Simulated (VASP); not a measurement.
# Sb (Pm-3m) in VASP: settings compared

One crystal, Sb, is run at these levels: PBE, PBEsol+D3(BJ); tasks: single point.

Program: VASP 6.6.1. These are calculated values, not measurements. Logs are shortened: lines on timing, memory, paths and dates and some standing lists are left out, and cuts for length are marked.

## 1. The undisturbed crystal

Symmetry: Pm-3m, No. 221, cubic system. The conventional cell has a = 3.160 Å, b = 3.160 Å, c = 3.160 Å, α = 90.00°, β = 90.00°, γ = 90.00°. Around Sb (site symmetry m-3m) lie 6 Sb at 3.16 Å.

This isn't the form of Sb at room conditions, which is rhombohedral.

## 2. Single point, PBE (volume scaled by 1.06)

Input file INCAR:

```
PREC     = Accurate       # precision mode
ENCUT    = 520            # plane-wave cutoff, eV
EDIFF    = 1E-7           # SCF threshold, eV
ISMEAR   = -1             # smearing method
SIGMA    = 0.05           # smearing width, eV
LREAL    = F              # projectors in reciprocal space
LASPH    = T              # aspherical terms in the spheres
NELM     = 60             # most SCF steps
ALGO     = Fast           # electronic algorithm
ISIF     = 2              # what is computed and relaxed
LWAVE    = F              # write WAVECAR
LCHARG   = F              # write CHGCAR
GGA      = PE             # functional
NBANDS   = 8              # bands
```

Input file KPOINTS:

```
regular mesh
0
Gamma
  8 8 8
```

Input file POSCAR:

```
Sb
1.0
    3.2219765189      0.0000000000      0.0000000000
    0.0000000000      3.2219765189      0.0000000000
    0.0000000000      0.0000000000      3.2219765189
Sb
1
Direct
    0.0000000000      0.0000000000      0.0000000000
```

Potentials or basis: VASP PAW PBE potentials, release 64 (Sb).

Run with:

```bash
> cat potpaw_PBE.64/Sb/POTCAR > POTCAR
> mpirun -np 1 vasp_std > vasp.out
```

OUTCAR:

```text
PREC = Accurate
   ENCUT = 520
   EDIFF = 1E-7
   ISMEAR = -1
   LREAL = F
   LASPH = T
   NELM = 60
   ISIF = 2
   GGA = PE

 ion  position               nearest neighbor table
   1  0.000  0.000  0.000-

  LATTYP: Found a simple cubic cell.
 ALAT       =     3.2219765189

  Lattice vectors:

 A1 = (   3.2219765189,   0.0000000000,   0.0000000000)
 A2 = (   0.0000000000,   3.2219765189,   0.0000000000)
 A3 = (   0.0000000000,   0.0000000000,   3.2219765189)

Analysis of symmetry for initial positions (statically):
=====================================================================
 Subroutine PRICEL returns:
 Original cell was already a primitive cell.

 Routine SETGRP: Setting up the symmetry group for a
 simple cubic supercell.

 Subroutine GETGRP returns: Found 48 space group operations
 (whereof 48 operations were pure point group operations)
 out of a pool of 48 trial point group operations.

The static configuration has the point symmetry O_h .

Analysis of symmetry for dynamics (positions and initial velocities):
=====================================================================
 Subroutine PRICEL returns:
 Original cell was already a primitive cell.

 Routine SETGRP: Setting up the symmetry group for a
 simple cubic supercell.

 Subroutine GETGRP returns: Found 48 space group operations
 (whereof 48 operations were pure point group operations)
 out of a pool of 48 trial point group operations.

The dynamic configuration has the point symmetry O_h .

 Subroutine INISYM returns: Found 48 space group operations
 (whereof 48 operations are pure point group operations),
 and found     1 'primitive' translations

----------------------------------------------------------------------------------------

                                     Primitive cell

  volume of cell :      33.4478

  direct lattice vectors                    reciprocal lattice vectors
     3.221976519  0.000000000  0.000000000     0.310368494  0.000000000  0.000000000
     0.000000000  3.221976519  0.000000000     0.000000000  0.310368494  0.000000000
     0.000000000  0.000000000  3.221976519     0.000000000  0.000000000  0.310368494

  length of vectors
     3.221976519  3.221976519  3.221976519     0.310368494  0.310368494  0.310368494

  position of ions in fractional coordinates (direct lattice)
     0.000000000  0.000000000  0.000000000

  ion indices of the primitive-cell ions
   primitive index   ion index
                 1           1

----------------------------------------------------------------------------------------

 KPOINTS: regular mesh

Automatic generation of k-mesh.
 Grid dimensions read from file:
 generate k-points for:    8    8    8

 Generating k-lattice:

  Cartesian coordinates                     Fractional coordinates (reciprocal lattice)
     0.038796062  0.000000000  0.000000000     0.125000000  0.000000000  0.000000000
     0.000000000  0.038796062  0.000000000     0.000000000  0.125000000  0.000000000
     0.000000000  0.000000000  0.038796062     0.000000000  0.000000000  0.125000000

  Length of vectors
     0.038796062  0.038796062  0.038796062

  Shift w.r.t. Gamma in fractional coordinates (k-lattice)
     0.000000000  0.000000000  0.000000000

 Subroutine IBZKPT returns following result:
 ===========================================

 Found     35 irreducible k-points:

 Following reciprocal coordinates:
            Coordinates               Weight
  0.000000  0.000000  0.000000      1.000000
  0.125000  0.000000  0.000000      6.000000
  0.250000  0.000000  0.000000      6.000000
  0.375000  0.000000  0.000000      6.000000
  0.500000  0.000000  0.000000      3.000000
  0.125000  0.125000  0.000000     12.000000
[... 16 lines left out ...]
  0.375000  0.375000  0.125000     24.000000
  0.500000  0.375000  0.125000     24.000000
 [... further k-points ...]
   k-points           NKPTS =     35   k-points in BZ     NKDIM =     35   number of bands    NBANDS=      8
   number of dos      NEDOS =    301   number of ions     NIONS =      1
   total plane-waves  NPLWV =  13824
   dimension x,y,z NGX =    24 NGY =   24 NGZ =   24
   dimension x,y,z NGXF=    48 NGYF=   48 NGZF=   48
   ions per type =               1
   NGX,Y,Z   is equivalent  to a cutoff of  12.38, 12.38, 12.38 a.u.
   NGXF,Y,Z  is equivalent  to a cutoff of  24.77, 24.77, 24.77 a.u.
 SYSTEM =  unknown system
   PREC   = accura    normal or accurate (medium, high low for compatibility)
   ISTART =      0    job   : 0-new  1-cont  2-samecut
   ICHARG =      2    charge: 1-file 2-atom 10-const
   ISPIN  =      1    spin polarized calculation?
   LNONCOLLINEAR =      F non collinear calculations
   LSORBIT =      F    spin-orbit coupling
   LASPH  =      T    aspherical Exc in radial PAW
   ENCUT  =  520.0 eV  38.22 Ry    6.18 a.u.   5.99  5.99  5.99*2*pi/ulx,y,z
   NELM   =     60;   NELMIN=  2; NELMDL= -5     # of ELM steps
   EDIFF  = 0.1E-06   stopping-criterion for ELM
   LREAL  =      F    real-space projection
   EDIFFG = 0.1E-05   stopping-criterion for IOM
   NSW    =      0    number of steps for IOM
   IBRION =     -1    ionic relax: 0-MD 1-quasi-New 2-CG
   NFREE  =      0    steps in history (QN), initial steepest desc. (CG)
   ISIF   =      2    stress and relaxation
   ISYM   =      2    0-nonsym 1-usesym 2-fastsym
   POTIM  = 0.5000    time-step for ionic-motion
   TEBEG  =    0.0;   TEEND  =   0.0 temperature during run
   PSTRESS=    0.0 pullay stress
   NELECT =       5.0000    total number of electrons
   NUPDOWN=      -1.0000    fix difference up-down
   EMIN   =  10.00;   EMAX   =-10.00  energy-range for DOS
   EFERMI =   0.00;   METHOD = LEGACY
   ISMEAR =    -1;   SIGMA  =   0.05  broadening in eV -4-tet -1-fermi 0-gaus
   EFERMI_NEDOS =   21; number of points for ismear=-14 and -15
   IALGO  =     68    algorithm
   IMIX   =      4    mixing-type and parameters
     AMIX     =   0.40;   BMIX     =  1.00
     AMIX_MAG =   1.60;   BMIX_MAG =  1.00
  volume/ion in A,a.u.               =      33.45       225.72
  Fermi-wavevector in a.u.,A,eV,Ry     =   0.868845  1.641880 10.270932  0.754892
  Thomas-Fermi vector in A             =   1.987582
   LORBIT       =      0    0 simple, 1 ext, 2 COOP (PROOUT), +10 PAW based schemes
   GGA     = PE    functional components
   LHFCALC =     F    Hartree Fock is set to
   AEXX    =    0.0000 exact exchange contribution
   IVDW    =     0    specifies the selected vdW correction
   LEPSILON=     F    determine dielectric tensor
   LRPA    =     F    only Hartree local field effects (RPA)
 non-spin polarized calculation
 RMM-DIIS sequential band-by-band and
  energy-cutoff  :      520.00
  volume of cell :       33.45
 maximum number of plane-waves:       920
 NGX is ok and might be reduce to    24
   NGX = 11   NGY = 11   NGZ = 11

 number of electron       5.0000000 magnetization

 Free energy of the ion-electron system (eV)
  ---------------------------------------------------
  ext. energy  EPLUGINS =         0.00000000
  ---------------------------------------------------
  free energy    TOTEN  =        -4.02749557 eV

  energy without entropy =       -4.01991785  energy(sigma->0) =       -4.02370671

 E-fermi :   5.7228     XC(G=0):  -9.1460

 val. band max:        5.7149144739   @ k =   0.3750   0.2500   0.1250
 cond. band min:       5.8757820096   @ k =   0.2500   0.2500   0.2500
 fundamental gap:      0.1608675356
 Fermi energy:         5.7228119028

 k-point     1 :       0.0000    0.0000    0.0000
  band No.  band energies     occupation
      1      -5.7992      2.00000
      2       8.7411      0.00000
      3       8.7411      0.00000
      4       8.7411      0.00000
      5      12.5853      0.00000
      6      12.5853      0.00000
      7      13.3519      0.00000
      8      22.7419      0.00000

 k-point     2 :       0.1250    0.0000    0.0000
  band No.  band energies     occupation
      1      -5.6008      2.00000
      2       6.7960      0.00000
      3       8.9290      0.00000
      4       8.9290      0.00000
      5      12.7538      0.00000
      6      13.2282      0.00000
      7      15.1496      0.00000
      8      21.1770      0.00000

 k-point     3 :       0.2500    0.0000    0.0000
  band No.  band energies     occupation
      1      -5.0338      2.00000
      2       4.0715      2.00000
      3       9.4401      0.00000
      4       9.4401      0.00000
      5      13.2446      0.00000
      6      13.8363      0.00000
      7      18.4749      0.00000
      8      19.1322      0.00000

 k-point     4 :       0.3750    0.0000    0.0000
  band No.  band energies     occupation
      1      -4.2453      2.00000
      2       1.8863      2.00000
      3      10.0742      0.00000
      4      10.0742      0.00000
      5      13.9702      0.00000
      6      14.8136      0.00000
      7      17.5195      0.00000
      8      17.5195      0.00000

 k-point     5 :       0.5000    0.0000    0.0000
  band No.  band energies     occupation
      1      -3.7764      2.00000
      2       0.9409      2.00000
      3      10.3965      0.00000
      4      10.3965      0.00000
      5      14.4604      0.00000
      6      16.0497      0.00000
      7      16.3871      0.00000
      8      16.8638      0.00000

 k-point     6 :       0.1250    0.1250    0.0000
  band No.  band energies     occupation
      1      -5.4022      2.00000
      2       6.9159      0.00000
      3       7.0618      0.00000
      4       9.1171      0.00000
      5      13.1494      0.00000
      6      15.0406      0.00000
      7      15.4564      0.00000
      8      19.2207      0.00000

 k-point     7 :       0.2500    0.1250    0.0000
  band No.  band energies     occupation
      1      -4.8348      2.00000
      2       4.2627      2.00000
      3       7.5267      0.00000
      4       9.6286      0.00000
      5      13.6767      0.00000
      6      15.4209      0.00000
      7      16.8940      0.00000
      8      18.9555      0.00000
[... 133 lines left out ...]
 k-point    20 :       0.2500    0.2500    0.1250
  band No.  band energies     occupation
      1      -4.0658      2.00000
      2       4.8626      2.00000
      3       5.1295      1.99999
      4       8.2620      0.00000
      5      13.9451      0.00000
      6      16.0649      0.00000
      7      17.3245      0.00000
      8      17.4619      0.00000

 k-point    21 :       0.3750    0.2500    0.1250
  band No.  band energies     occupation
      1      -3.2698      2.00000
      2       2.7983      2.00000
      3       5.7149      1.07881
      4       8.9654      0.00000
      5      12.0659      0.00000
      6      15.1962      0.00000
      7      17.1884      0.00000
      8      18.1665      0.00000

 k-point    22 :       0.5000    0.2500    0.1250
  band No.  band energies     occupation
      1      -2.7931      2.00000
      2       1.8465      2.00000
      3       6.1063      0.00093
      4       9.3621      0.00000
      5      11.2496      0.00000
      6      14.5089      0.00000
      7      17.5661      0.00000
      8      18.6301      0.00000

 k-point    23 :       0.3750    0.3750    0.1250
  band No.  band energies     occupation
      1      -2.4604      2.00000
      2       3.4017      2.00000
      3       3.6068      2.00000
      4       9.6332      0.00000
      5      10.1671      0.00000
      6      15.7839      0.00000
      7      16.1747      0.00000
      8      18.4360      0.00000

 k-point    24 :       0.5000    0.3750    0.1250
  band No.  band energies     occupation
      1      -1.9690      2.00000
      2       2.5311      2.00000
      3       3.8886      2.00000
      4       9.3388      0.00000
      5      10.0372      0.00000
      6      15.2752      0.00000
      7      16.4553      0.00000
      8      18.9356      0.00000

 [... further k-points ...]

------------------------ aborting loop because EDIFF is reached ----------------------------------------

  FORCE on cell =-STRESS in cart. coord.  units (eV):
  Direction    XX          YY          ZZ          XY          YZ          ZX
  --------------------------------------------------------------------------------------
  -------------------------------------------------------------------------------------
  Total       -0.9652235     -0.9652235     -0.9652235     -0.0000000      0.0000000     -0.0000000
  in kB      -46.2350505    -46.2350505    -46.2350505     -0.0000000      0.0000000     -0.0000000
  external PRESSURE =     -46.2350505 kB  Pullay stress =       0.0000000 kB

 VOLUME and BASIS-vectors are now :
 -----------------------------------------------------------------------------
  energy-cutoff  :      520.00
  volume of cell :       33.45
      direct lattice vectors                 reciprocal lattice vectors
     3.221976519  0.000000000  0.000000000     0.310368494  0.000000000  0.000000000
     0.000000000  3.221976519  0.000000000     0.000000000  0.310368494  0.000000000
     0.000000000  0.000000000  3.221976519     0.000000000  0.000000000  0.310368494

 POSITION                                       TOTAL-FORCE (eV/Angst)
 -----------------------------------------------------------------------------------
      0.00000      0.00000      0.00000         0.000000      0.000000      0.000000
 -----------------------------------------------------------------------------------
    total drift:                               -0.000000      0.000000      0.000000

  FREE ENERGIE OF THE ION-ELECTRON SYSTEM (eV)
  ---------------------------------------------------
  free  energy   TOTEN  =        -4.0274955717 eV

  energy  without entropy=       -4.0199178481  energy(sigma->0) =       -4.02370671
```

Wall time 9.5 s (1 thread of Intel Xeon Platinum 8259CL at 2.50GHz (Skylake/Cascade Lake), shared host); peak memory 0.14 GiB.

Results:

```yaml
Free_energy: -4.0275 eV
Pressure: -4.6 GPa
Band_gap_on_the_k_mesh: none (metal or under the smearing width)
```

Spin-orbit coupling is left out, which matters for the levels of Sb.

## 3. Single point, PBE (volume scaled by 0.98)

Input file INCAR:

```
ALGO = Normal
EDIFF = 1E-6
ENCUT = 520
GGA = PE
ISIF = 2
ISMEAR = -1
LASPH = T
LCHARG = T
LELF = T
LREAL = F
LVHAR = T
LWAVE = F
NBANDS = 8
NELM = 80
PREC = Accurate
SIGMA = 0.05
```

Input file KPOINTS:

```
k-points
0
Gamma
  8 8 8
```

Input file POSCAR:

```
Sb
1.0
    3.1387913073      0.0000000000      0.0000000000
    0.0000000000      3.1387913073      0.0000000000
    0.0000000000      0.0000000000      3.1387913073
Sb
1
Direct
    0.0000000000      0.0000000000      0.0000000000
```

Potentials or basis: VASP PAW PBE potentials, release 64 (Sb).

Run with:

```bash
> cat potpaw_PBE.64/Sb/POTCAR > POTCAR
> mpirun -np 1 vasp_std > vasp.out
```

It took 11 s on 1 thread of Intel Xeon Platinum 8259CL at 2.50GHz (Skylake/Cascade Lake), shared host; peak memory 0.13 GiB.

Results (log left out):

```yaml
Free_energy: -4.0763 eV
Pressure: -1.3 GPa
Band_gap_on_the_k_mesh: none (metal or under the smearing width)
```

Levels at points of the mesh, in eV from the Fermi level:
```csv
k point,band 1,band 2,band 3,band 4,band 5,band 6,band 7,band 8
"(0.00, 0.00, 0.00)",-12.06,3.23,3.23,3.23,6.94,6.94,8.09,17.48
"(0.50, 0.00, 0.00)",-9.77,-5.28,5.12,5.12,8.95,10.55,11.32,11.38
"(0.50, 0.50, 0.00)",-7.36,-3.32,-3.32,2.37,7.02,12.60,13.20,13.20
"(0.50, 0.50, 0.50)",-4.68,-1.50,-1.50,-1.50,4.94,4.94,4.94,7.08
```

## 4. Single point, PBEsol+D3(BJ) (cell strained at random at fixed volume)

Input file INCAR:

```
  PREC = Accurate
  ENCUT = 520
  EDIFF = 1E-7
  ISMEAR = 1
  SIGMA = 0.1
  LREAL = F
  LASPH = T
  NELM = 100
  ALGO = Fast
  ISIF = 2
  LWAVE = F
  LCHARG = F
  GGA = PS
  IVDW = 12
  NBANDS = 8
```

Input file KPOINTS:

```
Automatic mesh
0
Gamma
  6 7 6
```

Input file POSCAR:

```
Sb
1.0
    3.1946340000      0.0488350000      0.0020760000
    0.0488350000      3.0885090000     -0.0194120000
    0.0020760000     -0.0194120000      3.1989920000
Sb
1
Direct
   -0.0275630000     -0.0127270000     -0.0189120000
```

Run with:

```bash
> cat potpaw_PBE.64/Sb/POTCAR > POTCAR
> mpirun -np 1 vasp_std > vasp.out
```

Run time: 13 s. Hardware: 1 thread of AMD EPYC 9R45 (Zen 5), shared host; peak memory 0.14 GiB.

The run converged. Its results:

```
Free energy                : -4.9279 eV
Pressure                   : -6.4 GPa
Band gap on the k mesh     : none (metal or under the smearing width)
Dispersion energy per atom : -0.432 eV
```

Stress tensor (GPa, compression positive):
```
-9.39 -0.39 -0.06
-0.39 -0.12  0.03
-0.06  0.03 -9.73
```

Levels at points of the mesh, in eV from the Fermi level:
| k point | band 1 | band 2 | band 3 | band 4 | band 5 | band 6 |
| --- | --- | --- | --- | --- | --- | --- |
| (0.00, 0.00, 0.00) | -12.06 | 2.71 | 2.75 | 3.69 | 6.60 | 6.81 |
| (0.50, 0.00, 0.00) | -9.96 | -5.28 | 4.44 | 5.39 | 8.75 | 10.31 |
| (0.00, 0.00, 0.50) | -9.98 | -5.28 | 4.46 | 5.41 | 8.77 | 10.33 |
| (0.50, 0.00, 0.50) | -7.79 | -3.44 | -3.42 | 2.18 | 7.11 | 12.45 |

Caveat: the PAW data sets were made with another functional, which shifts forces and pressure a little; pairwise dispersion overbinds metals, which lowers pressure and volume. Spin-orbit coupling is left out, which matters for the levels of Sb.

## 5. Summary

```csv
level,cell,k mesh,smearing,gap on the mesh (eV),pressure (GPa)
PBE,volume scaled by 1.06,8 × 8 × 8,fermi-dirac 0.05 eV,none,-4.6
PBE,volume scaled by 0.98,8 × 8 × 8,fermi-dirac 0.05 eV,none,-1.3
PBEsol+D3(BJ),cell strained at random at fixed volume,6 × 7 × 6,methfessel-paxton 0.1 eV,none,-6.4
```

Alike in all rows: task single point; potentials or basis VASP PAW PBE potentials, release 64 (Sb); no spin polarisation; cutoff (eV) 520.

Caveats: the PAW data sets were made with another functional, which shifts forces and pressure a little (some runs); pairwise dispersion overbinds metals, which lowers pressure and volume (some runs).

Total energies depend on the potentials used, so only differences within one code and one set of settings carry meaning.
